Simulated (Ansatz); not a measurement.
# BN: the cost of one run

Program: Ansatz 0.2.0. Level of theory: DFT PBE, scalar-relativistic, plane waves, PAW. These are calculated values, not measurements.

1 further run of the same task is left out (set aside as unsound or not needed).

### 1 The starting structure

The structure is hexagonal, space group P6_3mc (No. 186). Conventional cell: a = 2.555 Å, b = 2.555 Å, c = 4.225 Å, α = 90.00°, β = 90.00°, γ = 120.00°. Around B (site symmetry 3m) lie 4 N at 1.57 to 1.58 Å. N (site symmetry 3m) is surrounded by 4 B at 1.57 to 1.58 Å.

Structure file:

```
B N
1.0
     2.55458    0.00000    0.00000
    -1.27729    2.21233    0.00000
     0.00000    0.00000    4.22451
B N
2 2
Cartesian
  1.2773 0.7374 4.2237
  0.0000 1.4749 2.1114
  1.2773 0.7374 2.6411
  0.0000 1.4749 0.5289
```

It goes back to an entry of the Materials Project, which need not be the stable form.

It is the result of an earlier relaxation at this level (volume 5.97 Å³/atom; gap on the mesh: 5.23 eV).

### 2 Building the [001] wire, 14 host atoms a period

The wire is cut from the relaxed crystal, periodic along c with vacuum across. Atoms and period relax; energies count from the bulk, -271.1207 eV an atom.

The cell holds 7 B, 7 N: a = 12.800 Å, b = 12.200 Å, c = 4.225 Å, α = 90.00°, β = 90.00°, γ = 90.00°.

### 3 The relaxation run

Pressure and volume refer to the whole cell with its vacuum; only the period along c may change.

input.yaml reads:

```yaml
crystal:
  lattice:
    - [12.8, 0.0, 0.0]
    - [0.0, 12.2, 0.0]
    - [0.0, 0.0, 4.2245145343]
  atoms:
    - { symbol: B, position: [0.4501058575, 0.3791075815, 0.9998058547], spin: 0.3 }
    - { symbol: B, position: [0.3503175725, 0.5604462093, 0.9998058547], spin: 0.3 }
    - { symbol: B, position: [0.5498941425, 0.5604462093, 0.9998058547], spin: 0.3 }
    - { symbol: B, position: [0.3503175725, 0.4395537907, 0.4998058547], spin: 0.3 }
    - { symbol: B, position: [0.5498941425, 0.4395537907, 0.4998058547], spin: 0.3 }
    - { symbol: B, position: [0.4501058575, 0.6208924185, 0.4998058547], spin: 0.3 }
    - { symbol: B, position: [0.6496824275, 0.6208924185, 0.4998058547], spin: 0.3 }
    - { symbol: "N", position: [0.4501058575, 0.3791075815, 0.6251941453], spin: 0.3 }
    - { symbol: "N", position: [0.3503175725, 0.5604462093, 0.6251941453], spin: 0.3 }
    - { symbol: "N", position: [0.5498941425, 0.5604462093, 0.6251941453], spin: 0.3 }
    - { symbol: "N", position: [0.3503175725, 0.4395537907, 0.1251941453], spin: 0.3 }
    - { symbol: "N", position: [0.5498941425, 0.4395537907, 0.1251941453], spin: 0.3 }
    - { symbol: "N", position: [0.4501058575, 0.6208924185, 0.1251941453], spin: 0.3 }
    - { symbol: "N", position: [0.6496824275, 0.6208924185, 0.1251941453], spin: 0.3 }
basis:
  ecutwfc: 420
kpoints:
  mp_grid: { grid: [1, 1, 8] }
hamiltonian:
  xc: pbe
scf:
  occupations: { method: gaussian, width: 0.05 }
  lower_state_search: "off"
output:
  forces: true
  stress: true
  eigenvalues: true
  populations: true
  write_density: true
  write_potential: true
  elf: true
  volumetric_format: npy
magnetization:
  spin_polarized: true
relax:
  adjacent_minimum: "off"
  f_tol: 0.02
  max_steps: 45
  cell: { fix: [a, b, alpha, beta, gamma], stress_tol: 0.03 }
```

Run with:

```console
ansatz run input.yaml --threads 4 --pin off --max-ram 11264MiB --backend cpu --events-out ev --progress --plain --runs-dir out
```

What time and memory should one allow on 4 threads of Intel Xeon at 2.50GHz (Skylake/Cascade Lake), shared host?

About 4.3 min, with a peak of 1.2 GiB.
